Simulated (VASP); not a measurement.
# MgSe (Fm-3m) in VASP: settings compared, part 2 of 3

VASP 6.6.1.

**4. G0W0 quasiparticle levels, PBE**

The input, POSCAR:

```
MgSe
1.0
    0.0000000000      2.7255000000      2.7255000000
    2.7255000000      0.0000000000      2.7255000000
    2.7255000000      2.7255000000      0.0000000000
Se Mg
1 1
Direct
    0.5000000000      0.5000000000      0.5000000000
    0.0000000000      0.0000000000      0.0000000000
```

The input, INCAR.step1:

```
PREC     = Accurate       # precision mode
ENCUT    = 450            # plane-wave cutoff, eV
EDIFF    = 1E-8           # SCF threshold, eV
ISMEAR   = 0              # smearing method
SIGMA    = 0.01           # smearing width, eV
LREAL    = False          # projectors in reciprocal space
LASPH    = True           # aspherical terms in the spheres
NELM     = 100            # most SCF steps
ALGO     = Normal         # electronic algorithm
LWAVE    = True           # write WAVECAR
LCHARG   = False          # write CHGCAR
GGA      = PE             # functional
```

The input, INCAR.step2:

```
PREC     = Accurate       # precision mode
ENCUT    = 450            # plane-wave cutoff, eV
EDIFF    = 1E-8           # SCF threshold, eV
ISMEAR   = 0              # smearing method
SIGMA    = 0.01           # smearing width, eV
LREAL    = False          # projectors in reciprocal space
LASPH    = True           # aspherical terms in the spheres
NELM     = 1              # most SCF steps
ALGO     = Exact          # electronic algorithm
LWAVE    = True           # write WAVECAR
LCHARG   = False          # write CHGCAR
GGA      = PE             # functional
NBANDS   = 34             # bands
LOPTICS  = True           # frequency-dependent dielectric function
ISTART   = 1
```

The input, INCAR.step3:

```
PREC     = Accurate       # precision mode
ENCUT    = 450            # plane-wave cutoff, eV
EDIFF    = 1E-8           # SCF threshold, eV
ISMEAR   = 0              # smearing method
SIGMA    = 0.01           # smearing width, eV
LREAL    = False          # projectors in reciprocal space
LASPH    = True           # aspherical terms in the spheres
ALGO     = EVGW0          # electronic algorithm
LWAVE    = False          # write WAVECAR
LCHARG   = False          # write CHGCAR
GGA      = PE             # functional
NELMGW   = 1            
NBANDS   = 34             # bands
ENCUTGW  = 170            # cutoff of the response function
NOMEGA   = 50             # frequency points
PRECFOCK = Fast         
ISTART   = 1            
NBANDSGW = 12
```

The input, KPOINTS:

```
Automatic mesh
0
Gamma
  4 4 4
```

Potentials or basis: VASP PAW PBE potentials, release 64 (Se_GW, Mg_GW).

Started as:

```console
$ cat potpaw_PBE.64/Se_GW/POTCAR potpaw_PBE.64/Mg_GW/POTCAR > POTCAR
$ cp INCAR.step1 INCAR
$ mpirun -np 1 vasp_std > vasp.out
$ cp INCAR.step2 INCAR
$ mpirun -np 1 vasp_std > vasp.out
$ cp INCAR.step3 INCAR
$ mpirun -np 1 vasp_std > vasp.out
```

OUTCAR:

```text
PREC = Accurate
   ENCUT = 450
   EDIFF = 1E-8
   ISMEAR = 0
   LREAL = False
   LASPH = True
   GGA = PE
   NELMGW = 1
   ENCUTGW = 170
   PRECFOCK = Fast
   ISTART = 1

 ion  position               nearest neighbor table
   1  0.500  0.500  0.500-
   2  0.000  0.000  0.000-
[... 181 lines left out ...]

      1      -9.6814     -10.1650     -12.7307     -12.0303     -19.7030       0.6904       2.0000       1.3867
      2       3.2625       2.8879     -12.6392     -12.1560     -14.8095       0.7752       2.0000       0.0818
      3       3.2625       2.8879     -12.6392     -12.1560     -14.8095       0.7752       2.0000       0.0818
      4       3.2625       2.8879     -12.6392     -12.1560     -14.8095       0.7752       2.0000       0.0818
      5       5.8300       6.6722      -8.4473      -9.5156      -5.0626       0.7883       0.0000      -0.0740
      6      10.6510      11.2599      -7.7953      -8.5744      -3.8109       0.7815       0.0000      -0.1151
      7      10.6510      11.2599      -7.7953      -8.5744      -3.8109       0.7815       0.0000      -0.1151
      8      10.6510      11.2599      -7.7953      -8.5744      -3.8109       0.7815       0.0000      -0.1151
      9      13.2092      14.0200      -8.3647      -9.4223      -4.0460       0.7666       0.0000      -0.2007
     10      13.2092      14.0200      -8.3647      -9.4223      -4.0460       0.7666       0.0000      -0.2007
     11      14.2225      14.4458      -6.8630      -7.1599      -1.8425       0.7522       0.0000      -0.2927
     12      14.4433      15.1138      -7.4232      -8.3297      -2.1659       0.7396       0.0000      -0.3774
[... 100 lines left out ...]
      1      -8.1931      -8.4327     -13.3544     -13.0141     -20.0219       0.7040       2.0000       1.1199
      2      -0.0694      -0.7386     -11.2994     -10.3955     -14.1584       0.7403       2.0000       0.1346
      3      -0.0694      -0.7386     -11.2994     -10.3955     -14.1584       0.7403       2.0000       0.1346
      4       0.6940       0.1547     -11.1738     -10.4612     -13.6278       0.7568       2.0000       0.1066
      5       7.7782       8.5546      -8.8406      -9.8396      -5.4318       0.7772       0.0000      -0.0936
      6      10.2047      10.9189      -7.8099      -8.7417      -3.5601       0.7664       0.0000      -0.1435
      7      10.8184      11.4512      -8.3557      -9.1752      -4.2985       0.7723       0.0000      -0.1332
      8      10.8184      11.4512      -8.3557      -9.1752      -4.2985       0.7723       0.0000      -0.1332
      9      16.3369      17.1092      -8.3182      -9.3536      -2.8867       0.7459       0.0000      -0.5672
     10      16.3369      17.1092      -8.3182      -9.3536      -2.8867       0.7459       0.0000      -0.5672
     11      18.0103      18.9866      -8.4633      -9.7413      -3.2919       0.7639       0.0000      -0.6097
     12      19.5904      20.5055      -9.1573     -10.3638      -3.9860       0.7584       0.0000      -0.6485
```

Wall time 40 s (1 thread of Intel Xeon Platinum 8559C (Emerald Rapids), shared host); peak memory 0.29 GiB.

Results:

| Quantity | Value |
| --- | --- |
| Band gap on the k mesh, mean-field level | 1.77 eV, indirect (least direct gap 2.57 eV) |
| Quasiparticle gap | 2.77 eV |
| Least direct quasiparticle gap | 3.78 eV |

Caveat: the k mesh is coarse (spacing up to 0.50 Å⁻¹), so the values aren't converged; bands, screening cutoff and mesh are small and nothing is extrapolated, so the quasiparticle values aren't converged. A k mesh can miss the band edges.

**5. G0W0 quasiparticle levels, LDA**

POSCAR is that of step 4.

Changes to INCAR.step1 since step 4:

```diff
@@ -11,2 +11 @@
 LCHARG   = False          # write CHGCAR
-GGA      = PE             # functional
```

Changes to INCAR.step2 since step 4:

```diff
@@ -11,4 +11,3 @@
 LCHARG   = False          # write CHGCAR
-GGA      = PE             # functional
-NBANDS   = 34             # bands
+NBANDS   = 124            # bands
 LOPTICS  = True           # frequency-dependent dielectric function
```

Changes to INCAR.step3 since step 4:

```diff
@@ -10,6 +10,5 @@
 LCHARG   = False          # write CHGCAR
-GGA      = PE             # functional
 NELMGW   = 1            
-NBANDS   = 34             # bands
-ENCUTGW  = 170            # cutoff of the response function
+NBANDS   = 124            # bands
+ENCUTGW  = 120            # cutoff of the response function
 NOMEGA   = 50             # frequency points
```

KPOINTS is that of step 4.

Potentials or basis: VASP PAW LDA potentials, release 64 (Se_GW, Mg_GW).

Started as:

```console
$ cat potpaw_LDA.64/Se_GW/POTCAR potpaw_LDA.64/Mg_GW/POTCAR > POTCAR
$ cp INCAR.step1 INCAR
$ mpirun -np 1 vasp_std > vasp.out
$ cp INCAR.step2 INCAR
$ mpirun -np 1 vasp_std > vasp.out
$ cp INCAR.step3 INCAR
$ mpirun -np 1 vasp_std > vasp.out
```

OUTCAR:

```text
PREC = Accurate
   ENCUT = 450
   EDIFF = 1E-8
   ISMEAR = 0
   LREAL = False
   LASPH = True
   NELMGW = 1
   ENCUTGW = 120
   PRECFOCK = Fast
   ISTART = 1

 ion  position               nearest neighbor table
   1  0.500  0.500  0.500-
   2  0.000  0.000  0.000-

  LATTYP: Found a face centered cubic cell.
 ALAT       =     5.4510000000

  Lattice vectors:

 A1 = (   0.0000000000,   2.7255000000,   2.7255000000)
 A2 = (   2.7255000000,   0.0000000000,   2.7255000000)
 A3 = (   2.7255000000,   2.7255000000,   0.0000000000)

Analysis of symmetry for initial positions (statically):
=====================================================================
 Subroutine PRICEL returns:
 Original cell was already a primitive cell.

 Routine SETGRP: Setting up the symmetry group for a
 face centered cubic supercell.

 Subroutine GETGRP returns: Found 48 space group operations
 (whereof 48 operations were pure point group operations)
 out of a pool of 48 trial point group operations.

The static configuration has the point symmetry O_h .

Analysis of symmetry for dynamics (positions and initial velocities):
=====================================================================
 Subroutine PRICEL returns:
 Original cell was already a primitive cell.

 Routine SETGRP: Setting up the symmetry group for a
 face centered cubic supercell.

 Subroutine GETGRP returns: Found 48 space group operations
[... 101 lines left out ...]
   ISMEAR =     0;   SIGMA  =   0.01  broadening in eV -4-tet -1-fermi 0-gaus
   EFERMI_NEDOS =   21; number of points for ismear=-14 and -15
   IALGO  =     38    algorithm
   IMIX   =      4    mixing-type and parameters
     AMIX     =   0.40;   BMIX     =  1.00
     AMIX_MAG =   1.60;   BMIX_MAG =  1.00
  volume/ion in A,a.u.               =      20.25       136.63
  Fermi-wavevector in a.u.,A,eV,Ry     =   0.953488  1.801831 12.369596  0.909140
  Thomas-Fermi vector in A             =   2.082148
   LORBIT       =      0    0 simple, 1 ext, 2 COOP (PROOUT), +10 PAW based schemes
   GGA     = CA    functional components
   LHFCALC =     T    Hartree Fock is set to
   PRECFOCK=fast      Normal, Fast or Accurate (Low or Medium for compatibility)
   ENCUT4O =  -1.0   cutoff for four orbital integrals eV
   NKREDX  =     1    reduce k-point grid by
   NKREDY  =     1    reduce k-point grid by
   NKREDZ  =     1    reduce k-point grid by
   AEXX    =    1.0000 exact exchange contribution
   HFSCREEN=    0.0000 screening length (either q_TF or 0.3 A-1)
   HFSCREENC=   0.0000 screening length for correlation (either q_TF or 0.3 A-1)
   ENCUTFOCK=  -1.0 apply spherical cutoff to Coloumb kernel
   IVDW    =     0    specifies the selected vdW correction
   LEPSILON=     F    determine dielectric tensor
   LRPA    =     F    only Hartree local field effects (RPA)
   LRPAFORCE           =     F    calculate RPA forces
   ENCUTGW             = 120.0    cutoff for response function in eV
   ENCUTGWSOFT         =  96.0    soft cutoff for Coulomb kernel in GW response function in eV
   ENCUTLF             =  -1.0    cutoff for local field effects
   NELMGW              =     1    number of iterations in solving QP/BSE equation
   NELMHF              =     1    number of iterations in the inner HF iteration
   NKREDLFX            =     1    NKREDLFY  =   1   NKREDLFZ  =   1
 non-spin polarized calculation
 Gauss-broadening in eV      SIGMA  =   0.01
  energy-cutoff  :      450.00
  volume of cell :       40.49
 maximum number of plane-waves:       893
 NGX is ok and might be reduce to    28
  NGX = 16; NGY = 16; NGZ = 16
   NGX = 13   NGY = 13   NGZ = 13
 maximum number of plane-waves:       126
 NGX is ok and might be reduce to    14

 QP shifts <psi_nk| G(iteration)W_0 |psi_nk>: iteration 1
 for sc-GW calculations column KS-energies equals QP-energies in previous step
 and V_xc(KS)=  KS-energies - (<T + V_ion + V_H > + <T+V_H+V_ion>^1  + <V_x>^1)

 k-point   1 :       0.0000    0.0000    0.0000
  band No.  KS-energies  QP-energies   sigma(KS)   V_xc(KS)     V^pw_x(r,r')   Z            occupation Imag(sigma)

      1      -9.7651     -10.3554     -13.0919     -12.2293     -19.6623       0.6842       2.0000       1.3390
      2       3.2047       2.6102     -13.1175     -12.3469     -14.7495       0.7713       2.0000       0.0808
      3       3.2047       2.6102     -13.1175     -12.3469     -14.7495       0.7713       2.0000       0.0808
      4       3.2047       2.6102     -13.1175     -12.3469     -14.7495       0.7713       2.0000       0.0808
      5       5.5684       6.4179      -8.8502      -9.9320      -5.1166       0.7852       0.0000      -0.0731
      6      10.5365      11.0207      -8.2214      -8.8458      -3.7837       0.7755       0.0000      -0.1216
      7      10.5365      11.0207      -8.2214      -8.8458      -3.7837       0.7755       0.0000      -0.1216
      8      10.5365      11.0207      -8.2214      -8.8458      -3.7837       0.7755       0.0000      -0.1216
      9      13.1181      13.6929      -8.9003      -9.6587      -4.0105       0.7579       0.0000      -0.2078
     10      13.1181      13.6929      -8.9003      -9.6587      -4.0105       0.7579       0.0000      -0.2078
     11      14.0542      14.2542      -7.2428      -7.5094      -1.8464       0.7502       0.0000      -0.2970
     12      14.1653      14.8586      -7.8593      -8.8026      -2.1872       0.7349       0.0000      -0.3735
[... 100 lines left out ...]
      1      -8.2756      -8.6775     -13.7765     -13.2017     -19.9778       0.6991       2.0000       1.0834
      2      -0.1522      -0.8962     -11.6253     -10.6135     -14.1002       0.7353       2.0000       0.1312
      3      -0.1522      -0.8962     -11.6253     -10.6135     -14.1002       0.7353       2.0000       0.1312
      4       0.5963      -0.0130     -11.4867     -10.6758     -13.5446       0.7514       2.0000       0.1044
      5       7.5986       8.2810      -9.3296     -10.2121      -5.4851       0.7732       0.0000      -0.0892
      6       9.9999      10.6785      -8.2124      -9.1059      -3.5516       0.7595       0.0000      -0.1440
      7      10.6890      11.1779      -8.8390      -9.4778      -4.2952       0.7655       0.0000      -0.1369
      8      10.6890      11.1779      -8.8390      -9.4778      -4.2952       0.7655       0.0000      -0.1369
      9      16.0740      16.7607      -8.8611      -9.7898      -2.8892       0.7394       0.0000      -0.5646
     10      16.0740      16.7607      -8.8611      -9.7898      -2.8892       0.7394       0.0000      -0.5646
     11      17.8471      18.5563      -9.0972     -10.0347      -3.2638       0.7565       0.0000      -0.6087
     12      19.5816      19.9968      -9.9347     -10.4872      -3.9462       0.7514       0.0000      -0.6569
```

OUTCAR.step2:

```text
PREC = Accurate
   ENCUT = 450
   EDIFF = 1E-8
   ISMEAR = 0
   LREAL = False
[... 689 lines left out ...]
     0.00000    10.34132    10.34132    10.34132     0.00000     0.00000     0.00000
     1.50242    11.92848    11.92848    11.92848     0.00000     0.00000     0.00000
     3.00484    13.47229    13.47229    13.47229     0.00000    -0.00000     0.00000
     4.50726    16.65716    16.65716    16.65716     0.00000     0.00000     0.00000
     6.00968    -6.04592    -6.04592    -6.04592    -0.00000    -0.00000    -0.00000
     7.51210    -7.78389    -7.78389    -7.78389     0.00000     0.00000    -0.00000
[... 92 lines left out ...]
   147.23708     0.98566     0.98566     0.98566    -0.00000    -0.00000    -0.00000
   148.73950     0.98595     0.98595     0.98595    -0.00000    -0.00000    -0.00000
```

It took 55 s on 1 thread of Intel Xeon Platinum 8559C (Emerald Rapids), shared host; peak memory 0.3 GiB.

Results:

```yaml
Band_gap_on_the_k_mesh_mean-field_level: 1.61 eV, indirect (least direct gap 2.36 eV)
Quasiparticle_gap: 2.87 eV
Least_direct_quasiparticle_gap: 3.81 eV
```

Caveat: the k mesh is coarse (spacing up to 0.50 Å⁻¹), so the values aren't converged; bands, screening cutoff and mesh are small and nothing is extrapolated, so the quasiparticle values aren't converged.

(Part 2 of 3 ends here.)
